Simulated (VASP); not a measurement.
# Al32H (a cell with a defect) in VASP: further runs, part 2 of 2

VASP 6.6.1. Earlier steps stand in the parts before.

**3. Single point, PBE**

INCAR reads:

```
SYSTEM = Al32H
PREC     = Accurate       ! precision mode
ENCUT    = 520            ! plane-wave cutoff, eV
EDIFF    = 1E-7           ! SCF threshold, eV
ISMEAR   = -1             ! smearing method
SIGMA    = 0.15           ! smearing width, eV
LREAL    = Auto         
LASPH    = .True.         ! aspherical terms in the spheres
NELM     = 100            ! most SCF steps
ALGO     = Fast           ! electronic algorithm
ISIF     = 2              ! what is computed and relaxed
LWAVE    = .False.        ! write WAVECAR
LCHARG   = .False.        ! write CHGCAR
GGA      = PE             ! functional
NBANDS   = 70             ! bands
```

KPOINTS reads:

```
Automatic mesh
0
Gamma
  2 2 2
  0 0 0
```

POSCAR reads:

```
Al32H
1.0
    8.1000000000      0.0000000000      0.0000000000
    0.0000000000      8.1000000000      0.0000000000
    0.0000000000      0.0000000000      8.1000000000
Al H
32 1
Direct
    0.5000000000      0.0000000000      0.0000000000
    0.7500000000      0.2500000000      0.0000000000
    0.7500000000      0.0000000000      0.2500000000
    0.0000000000      0.0000000000      0.0000000000
    0.2500000000      0.2500000000      0.0000000000
    0.5000000000      0.5000000000      0.0000000000
    0.7500000000      0.7500000000      0.0000000000
    0.2500000000      0.0000000000      0.2500000000
    0.5000000000      0.2500000000      0.2500000000
    0.7500000000      0.5000000000      0.2500000000
    0.5000000000      0.0000000000      0.5000000000
    0.7500000000      0.2500000000      0.5000000000
    0.7500000000      0.0000000000      0.7500000000
    0.0000000000      0.5000000000      0.0000000000
    0.2500000000      0.7500000000      0.0000000000
    0.0000000000      0.2500000000      0.2500000000
    0.2500000000      0.5000000000      0.2500000000
    0.5000000000      0.7500000000      0.2500000000
    0.0000000000      0.0000000000      0.5000000000
    0.2500000000      0.2500000000      0.5000000000
    0.5000000000      0.5000000000      0.5000000000
    0.7500000000      0.7500000000      0.5000000000
    0.2500000000      0.0000000000      0.7500000000
    0.5000000000      0.2500000000      0.7500000000
    0.7500000000      0.5000000000      0.7500000000
    0.0000000000      0.7500000000      0.2500000000
    0.0000000000      0.5000000000      0.5000000000
    0.2500000000      0.7500000000      0.5000000000
    0.0000000000      0.2500000000      0.7500000000
    0.2500000000      0.5000000000      0.7500000000
    0.5000000000      0.7500000000      0.7500000000
    0.0000000000      0.7500000000      0.7500000000
    0.5002371000      0.0041634000      0.7355620000
```

Potentials or basis: VASP PAW PBE potentials, release 64 (Al, H).

The run is started by

```sh
$ cat potpaw_PBE.64/Al/POTCAR potpaw_PBE.64/H/POTCAR > POTCAR
$ mpirun -np 1 vasp_std > vasp.out
```

Run time: 7.2 min. Hardware: 1 thread of Intel Xeon Platinum 8259CL at 2.50GHz (Skylake/Cascade Lake), shared host; peak memory 0.56 GiB.

The run converged. Its results:

```yaml
Free_energy: -123.0085 eV
Pressure: -0.1 GPa
Largest_force: 0.450 eV/Å
Band_gap_on_the_k_mesh: none (metal or under the smearing width)
```

Forces on the atoms (eV/Å):
```
Al   0.000 -0.003  0.253
Al  -0.027 -0.026 -0.028
Al  -0.038 -0.001 -0.003
Al   0.000  0.000 -0.030
Al   0.027 -0.026 -0.028
Al   0.000  0.002 -0.029
Al  -0.026  0.026 -0.027
Al   0.038 -0.001 -0.003
Al   0.000 -0.041 -0.002
Al   0.027  0.000 -0.001
Al   0.000 -0.007 -0.450
Al  -0.022 -0.022  0.022
Al   0.312 -0.005  0.016
Al   0.000  0.000  0.030
Al   0.026  0.026 -0.027
Al   0.000  0.027 -0.001
Al  -0.027  0.000 -0.001
Al   0.000  0.035 -0.004
Al   0.000 -0.001  0.047
Al   0.022 -0.022  0.022
Al   0.000  0.000  0.047
Al  -0.025  0.025  0.024
Al  -0.309 -0.005  0.016
Al   0.000  0.339  0.018
Al  -0.039  0.001  0.002
Al   0.000 -0.027 -0.001
Al   0.000  0.000 -0.028
Al   0.025  0.025  0.025
Al   0.000 -0.042  0.003
Al   0.039  0.001  0.002
Al   0.000 -0.289  0.014
Al   0.000  0.037  0.002
H   -0.001 -0.026  0.119
```

Levels at points of the mesh, in eV from the Fermi level:
```csv
k point,band 48,band 49,band 50,band 51,band 52,band 53
"(0.00, 0.00, 0.00)",0.48,0.48,0.48,0.48,1.29,1.30
"(0.50, 0.00, 0.00)",-0.02,-0.02,-0.02,-0.02,-0.01,0.70
"(0.00, 0.50, 0.00)",-0.02,-0.02,-0.02,-0.02,-0.01,0.70
"(0.00, 0.00, 0.50)",-0.02,-0.02,-0.02,-0.02,-0.01,0.69
"(0.50, 0.50, 0.00)",-0.11,0.81,1.06,1.06,1.10,1.11
"(0.00, 0.50, 0.50)",-0.11,0.82,1.06,1.06,1.10,1.11
"(0.50, 0.00, 0.50)",-0.11,0.82,1.06,1.06,1.10,1.11
"(0.50, 0.50, 0.50)",-0.45,-0.45,-0.45,-0.45,-0.45,-0.45
```

Caveat: the k mesh is coarse (spacing up to 0.39 Å⁻¹), so the values aren't converged.

**4. Single point, PBE**

Edit INCAR of step 3 so:

```diff
@@ -3,3 +3,3 @@
 ENCUT    = 520            ! plane-wave cutoff, eV
-EDIFF    = 1E-7           ! SCF threshold, eV
+EDIFF    = 1E-6           ! SCF threshold, eV
 ISMEAR   = -1             ! smearing method
```

KPOINTS reads:

```
regular mesh
0
Gamma
  2 2 2
  0 0 0
```

POSCAR reads:

```
Al32H
1.0
    8.1000000000      0.0000000000      0.0000000000
    0.0000000000      8.1000000000      0.0000000000
    0.0000000000      0.0000000000      8.1000000000
Al H
32 1
Direct
    0.5051975309     -0.0499012346     -0.0051358025
    0.7488148148      0.2737901235     -0.0194444444
    0.7307777778     -0.0231234568      0.2236543210
    0.0023456790      0.0257654321      0.0270987654
    0.2537777778      0.2641481481      0.0409753086
    0.5356419753      0.5108148148      0.0181604938
    0.7632345679      0.7769876543     -0.0166419753
    0.2495432099     -0.0312098765      0.2672098765
    0.5252962963      0.2252962963      0.2390493827
    0.7688148148      0.5187160494      0.2460493827
    0.4950000000      0.0191358025      0.5185925926
    0.7776543210      0.2094567901      0.5360987654
    0.7790617284     -0.0203827160      0.7647407407
   -0.0377530864      0.5123703704     -0.0370493827
    0.2430370370      0.7522962963      0.0425925926
   -0.0323703704      0.2639506173      0.2694074074
    0.2021975309      0.4880493827      0.2169135802
    0.4836296296      0.7572592593      0.2909629630
   -0.0300987654     -0.0137530864      0.4464938272
    0.2281851852      0.2788888889      0.5043703704
    0.4760246914      0.4852469136      0.4920740741
    0.7804444444      0.7372222222      0.5124444444
    0.2674320988     -0.0018765432      0.7638888889
    0.4732716049      0.3131975309      0.7219382716
    0.7756172840      0.5133086420      0.7501975309
   -0.0084938272      0.7465925926      0.2256296296
    0.0199506173      0.5521728395      0.4666172840
    0.2571975309      0.7735061728      0.5061358025
    0.0186296296      0.2412592593      0.7499876543
    0.2221358025      0.5122098765      0.8270617284
    0.5284444444      0.7248765432      0.7360617284
    0.0231851852      0.7303950617      0.7290246914
    0.5399135802      0.1460123457      0.8803827160
```

The run is started by

```sh
$ cat potpaw_PBE.64/Al/POTCAR potpaw_PBE.64/H/POTCAR > POTCAR
$ mpirun -np 1 vasp_std > vasp.out
```

Wall time 5.9 min (1 thread of Intel Xeon Platinum 8259CL at 2.50GHz (Skylake/Cascade Lake), shared host); peak memory 0.56 GiB.

It converged, with:

| Quantity | Value |
| --- | --- |
| Free energy | -116.4726 eV |
| Pressure | 6.8 GPa |
| Largest force | 3.157 eV/Å |
| Band gap on the k mesh | none (metal or under the smearing width) |

Forces on the atoms (eV/Å):
```
Al  -0.785  0.765  0.048
Al  -0.104 -1.297  0.134
Al   0.201  0.421  0.888
Al   0.249 -0.005 -0.449
Al   0.199 -2.000 -1.210
Al  -1.157  0.484 -0.186
Al   0.419 -1.735  0.515
Al  -0.166  2.245 -0.355
Al  -0.426  0.485  0.322
Al  -0.955 -0.222  0.346
Al   0.451  0.058 -0.029
Al  -1.291  1.350 -0.216
Al   0.060  0.825 -1.037
Al   0.830 -0.222  3.038
Al   0.648  0.195 -1.549
Al   0.216 -0.406 -0.456
Al   0.877  1.191  1.102
Al   1.196 -0.960 -0.573
Al   1.241 -0.093  0.751
Al  -0.167 -0.724 -0.507
Al   0.481  1.628 -2.093
Al  -1.770  0.674 -0.610
Al  -0.512 -0.046  0.120
Al   0.510 -1.481  2.229
Al  -1.768 -0.869 -2.055
Al  -0.276  0.685 -0.173
Al   0.203 -1.869  0.963
Al  -0.063 -0.693  1.100
Al  -0.024 -0.015  0.546
Al   2.314 -0.502 -1.263
Al  -0.818  0.317 -0.007
Al  -0.088  1.763  0.701
H    0.278  0.055 -0.033
```

Stress tensor (GPa, compression positive):
```
 6.45 -0.86 -0.32
-0.86  6.90 -0.71
-0.32 -0.71  7.06
```

Levels at points of the mesh, in eV from the Fermi level:
```tsv
k point	band 45	band 46	band 47	band 48	band 49	band 50	band 51	band 52
(0.00, 0.00, 0.00)	-0.25	-0.08	0.12	0.24	0.29	0.44	0.60	0.66
(0.50, 0.00, 0.00)	-0.55	-0.39	-0.21	-0.14	-0.07	0.01	0.19	0.33
(0.00, 0.50, 0.00)	-0.48	-0.39	-0.26	-0.13	-0.07	0.06	0.15	0.37
(0.00, 0.00, 0.50)	-0.56	-0.39	-0.24	-0.16	-0.05	0.13	0.21	0.45
(0.50, 0.50, 0.00)	-0.68	-0.45	-0.32	-0.10	0.47	0.75	0.78	0.93
(0.00, 0.50, 0.50)	-0.66	-0.49	-0.31	-0.20	0.58	0.66	0.80	0.82
(0.50, 0.00, 0.50)	-0.59	-0.46	-0.21	-0.20	0.43	0.73	0.82	0.85
(0.50, 0.50, 0.50)	-0.54	-0.49	-0.41	-0.34	-0.30	-0.30	-0.29	-0.25
```

Caveat: the k mesh is coarse (spacing up to 0.39 Å⁻¹), so the values aren't converged.

**5. Single point, PBE**

INCAR reads:

```
SYSTEM = Al32H
  PREC = Accurate
  ENCUT = 520
  EDIFF = 1E-6
  ISMEAR = -1
  SIGMA = 0.15
  LREAL = Auto
  LASPH = .TRUE.
  NELM = 100
  ALGO = Fast
  ISIF = 2
  LWAVE = .FALSE.
  LCHARG = .TRUE.
  GGA = PE
  LELF = .TRUE.
  LVHAR = .TRUE.
  NBANDS = 70
```

KPOINTS reads:

```
regular mesh
0
G
  2 2 2
  0 0 0
```

POSCAR reads:

```
Al32H
1.0
    8.1000000000      0.0000000000      0.0000000000
    0.0000000000      8.1000000000      0.0000000000
    0.0000000000      0.0000000000      8.1000000000
Al H
32 1
Direct
    0.5177407407     -0.0754197531     -0.0290987654
    0.7632962963      0.2369753086     -0.0383333333
    0.7412345679     -0.0180000000      0.2417160494
   -0.0000987654      0.0591481481     -0.0089506173
    0.2468271605      0.2547530864      0.0358148148
    0.5403703704      0.5409382716     -0.0016419753
    0.8049259259      0.7247160494     -0.0170617284
    0.2370493827     -0.0066543210      0.2767777778
    0.5242839506      0.2136419753      0.2720617284
    0.7402592593      0.5240000000      0.2727654321
    0.5000864198      0.0179259259      0.5417777778
    0.7541481481      0.2614444444      0.5404938272
    0.7544691358     -0.0047407407      0.7480493827
   -0.0338395062      0.5015308642     -0.0105308642
    0.2277283951      0.7870617284      0.0300864198
   -0.0538888889      0.2683333333      0.2495308642
    0.2103456790      0.5292962963      0.2073827160
    0.5146543210      0.7578641975      0.2763703704
   -0.0205555556      0.0119506173      0.4644938272
    0.2386543210      0.2575679012      0.5133827160
    0.4804691358      0.5384938272      0.4787283951
    0.7617283951      0.7519753086      0.4788888889
    0.2636666667      0.0104444444      0.8047407407
    0.4817777778      0.3124444444      0.7812098765
    0.7482469136      0.5279876543      0.7235555556
   -0.0180987654      0.7562592593      0.2540246914
    0.0430987654      0.5128518519      0.4936049383
    0.2310987654      0.7760987654      0.5328395062
    0.0198395062      0.2683580247      0.7699382716
    0.2488024691      0.4839135802      0.8402839506
    0.5109259259      0.7454567901      0.7383086420
    0.0354567901      0.7508271605      0.7607037037
    0.5702962963      0.0725061728      0.8491358025
```

The run is started by

```sh
$ cat potpaw_PBE.64/Al/POTCAR potpaw_PBE.64/H/POTCAR > POTCAR
$ mpirun -np 1 vasp_std > vasp.out
```

Run time: 5.3 min. Hardware: 1 thread of Intel Xeon Platinum 8259CL at 2.50GHz (Skylake/Cascade Lake), shared host; peak memory 0.56 GiB.

It converged, with:

| Property | Result |
| --- | --- |
| Free energy | -116.3701 eV |
| Pressure | 7.0 GPa |
| Largest force | 4.264 eV/Å |
| Band gap on the k mesh | none (metal or under the smearing width) |

Forces on the atoms (eV/Å):
```
Al   0.338  0.111  3.076
Al  -1.895  1.317  0.726
Al   0.196  0.432 -0.863
Al   0.281 -2.648  1.103
Al   0.721 -0.933  1.174
Al  -0.444 -0.190  0.787
Al  -2.230  3.629  0.207
Al   0.601  0.652 -0.064
Al  -0.534  0.865 -0.456
Al   0.164 -1.260 -0.731
Al  -0.294  0.052 -0.458
Al  -0.163 -0.082 -0.401
Al   1.057 -0.778 -0.456
Al   1.374 -2.192  0.452
Al   0.107 -0.398 -0.452
Al   0.590 -0.031  0.214
Al   0.991 -0.625  0.847
Al  -1.371  0.984 -1.276
Al   0.029  0.320  1.233
Al   0.444 -0.320 -0.054
Al  -0.602 -1.648  1.057
Al   0.024  0.673  1.764
Al  -0.278  0.465 -1.444
Al   1.039 -1.416 -1.007
Al   0.537 -0.526 -0.017
Al   0.749  0.072 -0.316
Al  -0.906  0.014  0.437
Al   1.197  0.184 -0.860
Al  -0.082  0.115 -1.724
Al  -0.493  2.567 -1.033
Al  -0.542 -0.862 -1.264
Al  -0.870  0.192  0.175
H    0.265  1.264 -0.379
```

Stress tensor (GPa, compression positive):
```
 6.33 -1.66 -1.01
-1.66  8.19 -0.31
-1.01 -0.31  6.34
```

Levels at points of the mesh, in eV from the Fermi level:
| k point | band 46 | band 47 | band 48 | band 49 | band 50 | band 51 |
| --- | --- | --- | --- | --- | --- | --- |
| (0.00, 0.00, 0.00) | -0.07 | 0.07 | 0.24 | 0.26 | 0.39 | 0.44 |
| (0.50, 0.00, 0.00) | -0.51 | -0.22 | -0.14 | -0.02 | 0.15 | 0.27 |
| (0.00, 0.50, 0.00) | -0.59 | -0.26 | -0.18 | -0.05 | 0.16 | 0.22 |
| (0.00, 0.00, 0.50) | -0.48 | -0.27 | -0.19 | -0.04 | 0.03 | 0.23 |
| (0.50, 0.50, 0.00) | -0.52 | -0.43 | -0.17 | 0.36 | 0.52 | 0.70 |
| (0.00, 0.50, 0.50) | -0.55 | -0.46 | -0.05 | 0.43 | 0.73 | 0.82 |
| (0.50, 0.00, 0.50) | -0.63 | -0.33 | -0.02 | 0.49 | 0.74 | 0.86 |
| (0.50, 0.50, 0.50) | -0.56 | -0.41 | -0.34 | -0.32 | -0.26 | -0.23 |

Caveat: the k mesh is coarse (spacing up to 0.39 Å⁻¹), so the values aren't converged.
